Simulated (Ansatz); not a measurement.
Response of Os to small distortions

```
Os
1.0
     2.73410    0.00000    0.00000
    -1.36705    2.36780    0.00000
     0.00000    0.00000    4.31970
Os
2
Cartesian
  0.0000 1.5785 1.0799
  1.3670 0.7893 3.2398
```

Atom numbers follow the list: Os1, Os2.

The cell comes from COD entry 9017843, which wasn't checked; take it as a given geometry.

Spin–orbit coupling is left out, though it moves levels of the heavy atoms by tenths of an eV or more.

Theory: DFT, PBE, all-electron LAPW, scalar-relativistic in Ansatz 0.2.0.

Numerical set-up: a Γ-centred 17×17×10 k mesh, Fermi–Dirac smearing of 0.08 eV, basis error target 1 meV/atom, no spin polarisation.

The unchanged cell is at 8.76 GPa, so energy changes include a term −P ΔV where the volume moves.

In a metal, stresses and small energies carry noise from the k mesh.

x, y and z are the Cartesian axes of the cell as listed; fractional coordinates follow a strain, and an engineering shear is twice the off-diagonal strain component.

Question: With this change (z strained by +3 % at fixed volume), what becomes of the energy and stress?

Answer: Energy change +36 meV/atom; stress change (xx, yy, zz, yz, xz, xy) 9.39, 9.39, -18.22, 0.00, 0.00, 0.00 GPa, compression positive.

Question: With this change (x and y strained by +1.5 %, z held), what becomes of the energy and stress?

Answer: Energy change -4 meV/atom; stress change (xx, yy, zz, yz, xz, xy) -14.28, -14.28, -6.87, 0.00, 0.00, 0.00 GPa, compression positive.
